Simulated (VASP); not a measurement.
Input of a VASP 6.6.1 run:

POSCAR

```
ZrS2
1.0
    3.6913825498      0.0000000000      0.0000000000
   -1.8456912749      3.1968310632      0.0000000000
    0.0000000000      0.0000000000      6.0410770100
Zr S
1 2
Direct
    0.0000000000      0.0000000000      0.0000000000
    0.3333333333      0.6666666667      0.2379099700
    0.6666666667      0.3333333333      0.7620900300
```

Contents of INCAR.step1:

```
  PREC = Accurate
  ENCUT = 520
  EDIFF = 1E-5
  ISMEAR = 0
  SIGMA = 0.02
  LREAL = F
  LASPH = T
  NELM = 80
  ALGO = Normal
  ISIF = 2
  LWAVE = T
  LNONCOLLINEAR = T
  MAGMOM = 0 0 0 0 0 0 0 0 0
  LORBIT = 11
  LSORBIT = T
  GGA_COMPAT = F
  LMAXMIX = 4
  NBANDS = 37
  GGA = PE
```

File INCAR.step2:

```
  PREC = Accurate
  ENCUT = 520
  EDIFF = 1E-6
  ISMEAR = 0
  SIGMA = 0.02
  LREAL = F
  LASPH = T
  NELM = 80
  ALGO = Normal
  ISIF = 2
  LWAVE = F
  LCHARG = T
  LNONCOLLINEAR = T
  MAGMOM = 0 0 0 0 0 0 0 0 0
  LORBIT = 11
  LSORBIT = T
  GGA_COMPAT = F
  LMAXMIX = 4
  GGA = PE
  LHFCALC = T
  HFSCREEN = 0.2
  PRECFOCK = Fast
  LVHAR = T
  NBANDS = 37
  ISTART = 1
```

Contents of KPOINTS:

```
regular mesh
0
Gamma
  4 4 2
```

Potentials or basis: VASP PAW PBE potentials, release 64 (Zr_sv, S).

The run is started by

```sh
$ cat potpaw_PBE.64/Zr_sv/POTCAR potpaw_PBE.64/S/POTCAR > POTCAR
$ cp INCAR.step1 INCAR
$ mpirun -np 1 vasp_ncl > vasp.out
$ cp INCAR.step2 INCAR
$ mpirun -np 1 vasp_ncl > vasp.out
```

Task: What does it give for the net moment?

Result: 0.00 μB per cell.

Task: Estimate the pressure.

Result: -0.6 GPa.

Task: What does it give for the largest force?

Result: 0.184 eV/Å.

Forces on the atoms (eV/Å):
```
Zr   0.000  0.000  0.000
S    0.000  0.000 -0.184
S    0.000  0.000  0.184
```

Caveat: the k mesh is coarse (spacing up to 0.52 Å⁻¹), so the values aren't converged, least of all with exact exchange; the PAW data sets were made with another functional, which shifts forces and pressure a little; this functional lacks dispersion, which binds the layers, so the pressure and a relaxed spacing across them are unreliable.
